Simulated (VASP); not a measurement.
The system is TiO2.

```
CELL_PARAMETERS angstrom
4.59984 0.00000 0.00000
0.00000 4.59984 0.00000
0.00000 0.00000 2.95921
ATOMIC_POSITIONS crystal
Ti 0.00000 0.00000 0.50000
Ti 0.50000 0.50000 0.00000
O 0.30432 0.30432 0.50000
O 0.19568 0.80432 0.00000
O 0.80432 0.19568 0.00000
O 0.69568 0.69568 0.50000
```

The cell is a database's computed one.

Base run:

```yaml
Program: VASP 6.6.1
Functional: SCAN
Potentials_or_basis: VASP PAW PBE potentials, release 64 (Ti_sv, O)
Cutoff: 520 eV
k_mesh: 6 × 6 × 9
Occupations: fermi-dirac, width 0.05 eV
Spin: no spin polarisation
```

Its results: band gap on the k mesh 2.21 eV, direct.

After a change of settings the same cell gave: band gap on the k mesh 1.87 eV, direct. Which change was it?
A. functional from SCAN to LMBJ; further incar settings from ALGO = Normal; EDIFF = 1e-07; NBANDS = 33 to ALGO = Normal; EDIFF = 1e-06
B. functional from SCAN to MS2
C. functional from SCAN to r2SCAN; further incar settings from ALGO = Normal; EDIFF = 1e-07; NBANDS = 33 to ALGO = Normal; EDIFF = 1e-06
D. functional from SCAN to revPBE

D.

SCAN gives the wider gap, since meta-GGAs in the generalised Kohn-Sham scheme recover part of the derivative discontinuity.

Not every run made on this cell is shown here.
